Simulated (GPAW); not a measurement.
# Ge (I4_1/amd) in GPAW: convergence with k mesh

Aim: find how far k mesh must go before the results for Ge settle, at PBE. This setting moves, with any that are tied to it; all else stays.

Program: GPAW 26.7.0. These are calculated values, not measurements. Logs are shortened: lines on timing, memory, paths and dates and some standing lists are left out, and cuts for length are marked. The log counts tension as positive stress, the text compression.

## 1. Starting point

It takes space group I4_1/amd (No. 141, tetragonal). The conventional cell has a = 5.149 Å, b = 5.149 Å, c = 2.795 Å, α = 90.00°, β = 90.00°, γ = 90.00°. Ge (site symmetry -4m2) is surrounded by 6 Ge at 2.67 to 2.79 Å.

This isn't the form of Ge at room conditions, which is diamond.

## 2. With k mesh 3 × 3 × 3

The input, run.py:

```python
from ase.dft.bandgap import bandgap
from ase.io import read, write
from ase.units import GPa
from gpaw import GPAW, PW

atoms = read('Ge.xyz')

calc = GPAW(mode=PW(600),
            xc='PBE',
            kpts={'size': (3, 3, 3), 'gamma': True},
            occupations={'name': 'fermi-dirac', 'width': 0.05},
            nbands=11,
            convergence={'density': 1e-05, 'energy': 1e-05},
            maxiter=100,
            txt='gpaw.txt')
atoms.calc = calc
energy = atoms.get_potential_energy()
forces = atoms.get_forces()
stress = atoms.get_stress()
calc.write('gs.gpw')
write('result.traj', atoms)
print(f'Energy: {energy:.6f} eV')
print('Forces (eV/A):')
print(forces.round(4))
print('Stress (GPa):', (stress / GPa).round(3))
print('Fermi level:', round(calc.get_fermi_level(), 4), 'eV')
print(f'Gap: {bandgap(calc)[0]:.4f} eV, direct: {bandgap(calc, direct=True)[0]:.4f} eV')
```

The input, Ge.xyz:

```xyz
2
Lattice="-2.5744897190 2.5744897190 1.3974126432 2.5744897190 -2.5744897190 1.3974126432 2.5744897190 2.5744897190 -1.3974126432" Properties=species:S:1:pos:R:3 pbc="T T T"
Ge     0.0000000000      0.0000000000      1.3974126432
Ge     2.5744897190      0.0000000000      0.6987063216
```

Potentials or basis: GPAW PAW data sets (gpaw-data 1.2.1), pw.

Launch:

```bash
$ OMP_NUM_THREADS=1 python run.py
```

It took 3.9 s on 1 thread of Arm Neoverse V1, shared host; peak memory 0.13 GiB.

What came out:

| Item | Value |
| --- | --- |
| Free energy | -8.2106 eV |
| Pressure | 0.6 GPa |
| Band gap on the k mesh | none (metal or under the smearing width) |

## 3. With k mesh 4 × 4 × 4

Changes to run.py since step 2:

```diff
@@ -9,3 +9,3 @@
             xc='PBE',
-            kpts={'size': (3, 3, 3), 'gamma': True},
+            kpts={'size': (4, 4, 4), 'gamma': True},
             occupations={'name': 'fermi-dirac', 'width': 0.05},
```

Ge.xyz is that of step 2.

Potentials or basis: GPAW PAW data sets (gpaw-data 1.2.1), pw.

Launch:

```bash
$ OMP_NUM_THREADS=1 python run.py
```

It took 5.7 s on 1 thread of Arm Neoverse V1, shared host; peak memory 0.14 GiB.

Results:

```
Free energy            : -8.4870 eV
Pressure               : 2.8 GPa
Band gap on the k mesh : none (metal or under the smearing width)
```

## 4. With k mesh 5 × 5 × 5

Changes to run.py since step 3:

```diff
@@ -9,3 +9,3 @@
             xc='PBE',
-            kpts={'size': (4, 4, 4), 'gamma': True},
+            kpts={'size': (5, 5, 5), 'gamma': True},
             occupations={'name': 'fermi-dirac', 'width': 0.05},
```

Ge.xyz is that of step 3.

Launch:

```bash
$ OMP_NUM_THREADS=1 python run.py
```

Wall time 6.7 s (1 thread of Arm Neoverse V1, shared host); peak memory 0.14 GiB.

Results:

| Quantity | Value |
| --- | --- |
| Free energy | -8.5788 eV |
| Pressure | 3.7 GPa |
| Band gap on the k mesh | none (metal or under the smearing width) |

## 5. With k mesh 6 × 6 × 6

Changes to run.py since step 4:

```diff
@@ -9,3 +9,3 @@
             xc='PBE',
-            kpts={'size': (5, 5, 5), 'gamma': True},
+            kpts={'size': (6, 6, 6), 'gamma': True},
             occupations={'name': 'fermi-dirac', 'width': 0.05},
```

Ge.xyz is that of step 4.

Launch:

```bash
$ OMP_NUM_THREADS=1 python run.py
```

Wall time 10 s (1 thread of Arm Neoverse V1, shared host); peak memory 0.14 GiB.

Results (log left out):

```
Free energy            : -8.5696 eV
Pressure               : 2.8 GPa
Band gap on the k mesh : none (metal or under the smearing width)
```

## 6. With k mesh 7 × 7 × 7

Changes to run.py since step 5:

```diff
@@ -9,3 +9,3 @@
             xc='PBE',
-            kpts={'size': (6, 6, 6), 'gamma': True},
+            kpts={'size': (7, 7, 7), 'gamma': True},
             occupations={'name': 'fermi-dirac', 'width': 0.05},
```

Ge.xyz is that of step 5.

Potentials or basis: GPAW PAW data sets (gpaw-data 1.2.1), pw.

Launch:

```bash
$ OMP_NUM_THREADS=1 python run.py
```

It took 12 s on 1 thread of Arm Neoverse V1, shared host; peak memory 0.15 GiB.

The run converged. Its results:

* Free energy: -8.6212 eV
* Pressure: 2.6 GPa
* Band gap on the k mesh: none (metal or under the smearing width)

## 7. With k mesh 8 × 8 × 8

Changes to run.py since step 6:

```diff
@@ -9,3 +9,3 @@
             xc='PBE',
-            kpts={'size': (7, 7, 7), 'gamma': True},
+            kpts={'size': (8, 8, 8), 'gamma': True},
             occupations={'name': 'fermi-dirac', 'width': 0.05},
```

Ge.xyz is that of step 6.

Launch:

```bash
$ OMP_NUM_THREADS=1 python run.py
```

Run time: 17 s. Hardware: 1 thread of Arm Neoverse V1, shared host; peak memory 0.16 GiB.

It converged, with:

- Free energy: -8.5628 eV
- Pressure: 2.9 GPa
- Band gap on the k mesh: none (metal or under the smearing width)

## 8. With k mesh 10 × 10 × 10

Changes to run.py since step 7:

```diff
@@ -9,3 +9,3 @@
             xc='PBE',
-            kpts={'size': (8, 8, 8), 'gamma': True},
+            kpts={'size': (10, 10, 10), 'gamma': True},
             occupations={'name': 'fermi-dirac', 'width': 0.05},
```

Ge.xyz is that of step 7.

Launch:

```bash
$ OMP_NUM_THREADS=1 python run.py
```

Wall time 30 s (1 thread of Arm Neoverse V1, shared host); peak memory 0.18 GiB.

The run converged. Its results:

- Free energy: -8.5805 eV
- Pressure: 2.9 GPa
- Band gap on the k mesh: none (metal or under the smearing width)

## 9. With k mesh 12 × 12 × 12

Changes to run.py since step 8:

```diff
@@ -9,3 +9,3 @@
             xc='PBE',
-            kpts={'size': (10, 10, 10), 'gamma': True},
+            kpts={'size': (12, 12, 12), 'gamma': True},
             occupations={'name': 'fermi-dirac', 'width': 0.05},
```

Ge.xyz is that of step 8.

Potentials or basis: GPAW PAW data sets (gpaw-data 1.2.1), pw.

Launch:

```bash
$ OMP_NUM_THREADS=1 python run.py
```

Wall time 45 s (1 thread of Arm Neoverse V1, shared host); peak memory 0.21 GiB.

It converged, with:

- Free energy: -8.5849 eV
- Pressure: 2.9 GPa
- Band gap on the k mesh: none (metal or under the smearing width)

## 10. With k mesh 14 × 14 × 14

Changes to run.py since step 9:

```diff
@@ -9,3 +9,3 @@
             xc='PBE',
-            kpts={'size': (12, 12, 12), 'gamma': True},
+            kpts={'size': (14, 14, 14), 'gamma': True},
             occupations={'name': 'fermi-dirac', 'width': 0.05},
```

Ge.xyz is that of step 9.

Potentials or basis: GPAW PAW data sets (gpaw-data 1.2.1), pw.

Launch:

```bash
$ OMP_NUM_THREADS=1 python run.py
```

gpaw.txt:

```text
__  _  _
 | _ |_)|_||  |
 |__||  | ||/\| - 26.7.0

Input parameters:
  mode=PW(ecut=600.0),
  convergence={'density': 1e-05, 'energy': 1e-05},
  kpts=MonkhorstPack(size=(14, 14, 14), gamma=True),
  maxiter=100,
  nbands=11,
  occupations=Occupations(name='fermi-dirac', width=0.05),
  xc=XC(name='PBE')

Diagonalizing LCAO Hamiltonian
Converting LCAO to pw mode

       Ge    Ge

Atoms  # Å, Bohr magnetons
|   | symbol |        x |        y |        z |    initial magnetic moments |
|---|--------|----------|----------|----------|-----------------------------|
| 0 |     Ge | 0.000000 | 0.000000 | 1.397413 | ( 0.0000,  0.0000,  0.0000) |
| 1 |     Ge | 2.574490 | 0.000000 | 0.698706 | ( 0.0000,  0.0000,  0.0000) |

Unit cell  # Å
| periodic |         x |         y |         z |  lengths |     angles |
|----------|-----------|-----------|-----------|----------|------------|
|      yes | -2.574490 |  2.574490 |  1.397413 | 3.899841 |  97.376984 |
|      yes |  2.574490 | -2.574490 |  1.397413 | 3.899841 |  97.376984 |
|      yes |  2.574490 |  2.574490 | -1.397413 | 3.899841 | 138.005201 |

Number of symmetries: 8
Symmetry operations  # r_c * U_cc + t_c -> r_c
|   | kind |            matrix            |
|---|------|------------------------------|
| 0 |  σ   |  1, 1, 1,  0, 0,-1,  0,-1, 0 |
| 1 |  E   |  1, 0, 0,  0, 1, 0,  0, 0, 1 |
| 2 |  C2  |  0, 1, 0,  1, 0, 0, -1,-1,-1 |
| 3 |  S4  |  0, 0, 1, -1,-1,-1,  0, 1, 0 |
| 4 |  σ   |  0, 0,-1,  1, 1, 1, -1, 0, 0 |
| 5 |  C2  |  0,-1, 0, -1, 0, 0,  0, 0,-1 |
| 6 |  C2  | -1, 0, 0,  0,-1, 0,  1, 1, 1 |
| 7 |  S4  | -1,-1,-1,  0, 0, 1,  1, 0, 0 |

BZ-sampling:
  Number of BZ points: 2744
  Number of IBZ points: 244

  Monkhorst-Pack size: [14, 14, 14]
  Monkhorst-Pack shift: [0.03571428571428571, 0.03571428571428571, 0.03571428571428571]

K-points  # in reciprocal-cell coordinates
|     |                                coordinates |     weight |
|-----|--------------------------------------------|------------|
|   0 | (  0.00000000,   0.00000000,   0.00000000) | 0.00036443 |
|   1 | (  0.07142857,  -0.07142857,   0.00000000) | 0.00145773 |
|   2 | (  0.07142857,  -0.07142857,   0.07142857) | 0.00145773 |
|   3 | (  0.07142857,   0.00000000,   0.00000000) | 0.00291545 |
|   4 | (  0.07142857,   0.07142857,  -0.07142857) | 0.00072886 |
|   5 | (  0.14285714,  -0.14285714,   0.00000000) | 0.00145773 |
|   6 | (  0.14285714,  -0.14285714,   0.07142857) | 0.00291545 |
|   7 | (  0.14285714,  -0.14285714,   0.14285714) | 0.00145773 |
|   8 | (  0.14285714,  -0.07142857,   0.00000000) | 0.00583090 |
|   9 | (  0.14285714,  -0.07142857,   0.07142857) | 0.00291545 |
| ... |                                            |            |
| 243 | (  0.50000000,   0.50000000,   0.50000000) | 0.00036443 |

Plane wave coefficients: 1258
Cutoff: 600.0 eV

Spin-components: 1 (collinear spins)
Bands:           11
Projectors:      10
Spin-degeneracy: 2
Datatype:        complex128

Parallelization:
  kpt:    1
  domain: 1
  band:   1

Density:
  Valence electrons: 8.0
  Components: 1
  Grid points: [24 24 24]
  Charge: 0.0  # |e|

Potential:
  Grid points: [24 24 24]

species:
  Ge:
    name:    Germanium
    Z:       32.0
    valence: 4
    core:    28
    charge:  0.0  # [|e|]
    compensation charges:
      type: gauss
      rc: 0.32  # [Å]
      lmax: 2
    cutoffs:
      filter: 1.77  # [Å]
      core: 3.42  # [Å]
    projectors
    | kind |    occ | energy [eV] | rcut [Å] |
    |------|--------|-------------|----------|
    |   4s |  2.000 |     -11.726 |    1.005 |
    |   4p |  2.000 |      -3.896 |    1.005 |
    |    s |        |      15.485 |    1.005 |
    |    p |        |      23.315 |    1.005 |
    |    d |        |       0.000 |    1.005 |

    Using partial waves for Ge as LCAO basis

Reference energy: -114195.275705  # eV

eigensolver:
  PPCG
  Converge bands: occupied
  niter=2

density mixing:
  MSR1-Mixer
  Pratt-step length: 0.05
  Maximum mixing coefficient: 0.75
  Old densities: 10
  SVD Regularization: 0.005
  Good broyden scale: 1.0
  Trust region scale: 1.0
  Backstep threshold: 4.0
  History deletion threshold: 6.0
  Fourier metric: weight=20.0, sigma=0.015

occupation numbers:
  Fermi-Dirac:
    width: 0.0500  # eV

poisson solver:
  ecut: 4800.0  # eV

xc functional:
  name: PBE with 2 nearest neighbor stencil

convergence criteria:
- Maximum integral of absolute [dens]ity change: 1e-05 electrons / valence electron
- Maximum [total energy] change in last 3 cyles: 1e-05 eV / valence electron
- Maximum integral of absolute [eigenst]ate change: 4e-08 eV^2 / valence electron
maximum number of iterations: 100

SCF iterations
|iter     | |      energy | eigst |  dens |
|---------|-|-------------|-------|-------|
|iter:   1| |   -8.575297 | -0.71 |       |
|iter:   2| |   -8.575743 | -3.09 | -1.18 |
|iter:   3| |   -8.572893 | -3.52 | -1.20 |
|iter:   4| |   -8.573123 | -4.33 | -1.71 |
|iter:   5| |   -8.573109 | -5.52 | -2.67 |
|iter:   6| |   -8.573110c| -7.25 | -3.75 |
|iter:   7| |   -8.573110c| -7.91c| -4.46 |
|iter:   8| |   -8.573110c| -8.99c| -5.23c|

Converged in 8 steps
Energy contributions relative to reference atoms: (reference = -114195.275705)

Energy contributions:
  Kinetic:          18.751520
  Coulomb:         -16.399345
  Zero:             -0.002760
  External:          0.000000
  Xc:              -10.918691
  Entropy:          -0.007666
  Spinorbit:         0.000000
  ----------------------------
  Free energy:      -8.576943
  Extrapolated:     -8.573110

dipole moment: (-3.290892, -13.538119, 4.567501)  # |e|*Ang

Fermi level: 7.986
Eigenvalues  # (at kpt = [0.000, 0.000, 0.000])
| band index |      eig [eV] | occ [0-2] |
|------------|---------------|-----------|
|          0 |        -5.295 |     2.000 |
|          1 |         3.945 |     2.000 |
|          2 |         5.668 |     2.000 |
|          3 |         5.668 |     2.000 |
|          4 |        11.275 |     0.000 |
|          5 |        15.636 |     0.000 |
|          6 |        15.636 |     0.000 |
|          7 |        16.169 |     0.000 |
|          8 |        16.393 |     0.000 |
|          9 |        19.374 |     0.000 |
|         10 |        20.293 |     0.000 |

No gap
No difference between direct/indirect transitions

Forces  # eV/Ang
|        x |       y |        z |
|----------|---------|----------|
| -0.00000 | 0.00000 | -0.00000 |  # Ge   0
|  0.00000 | 0.00000 | -0.00000 |  # Ge   1

Stress tensor  # eV/Ang^3
|         x |         y |         z |
|-----------|-----------|-----------|
| -0.014732 | -0.000000 | -0.000000 |
| -0.000000 | -0.014732 |  0.000000 |
| -0.000000 |  0.000000 | -0.025143 |

# Writing to gs.gpw (mode='')
```

Wall time 67 s (1 thread of Arm Neoverse V1, shared host); peak memory 0.24 GiB.

What came out:

```yaml
Free_energy: -8.5769 eV
Pressure: 2.9 GPa
Band_gap_on_the_k_mesh: none (metal or under the smearing width)
```

## 11. The series at a glance

```csv
k mesh,"energy less the tightest run, at zero smearing (meV/atom)",pressure (GPa),SCF cycles,CPU time (s),peak memory (GiB)
3 × 3 × 3,186.13,0.60,9,3.8,0.13
4 × 4 × 4,44.92,2.83,9,5.7,0.14
5 × 5 × 5,0.14,3.67,8,6.7,0.14
6 × 6 × 6,3.66,2.80,9,10,0.14
7 × 7 × 7,-22.09,2.56,8,12,0.15
8 × 8 × 8,6.90,2.91,8,17,0.16
10 × 10 × 10,-2.11,2.94,9,30,0.18
12 × 12 × 12,-4.31,2.87,8,45,0.21
14 × 14 × 14,0.00,2.92,8,67,0.24
```

Against the tightest run, the pressure stays within 0.1 GPa from 8 × 8 × 8 on. Not settled before the last step: the energy (to 1 meV/atom). Meshes of other sizes hit other points, so gaps and Fermi surfaces needn't settle smoothly. The tightest run that finished is the yardstick and may itself not be fully converged.
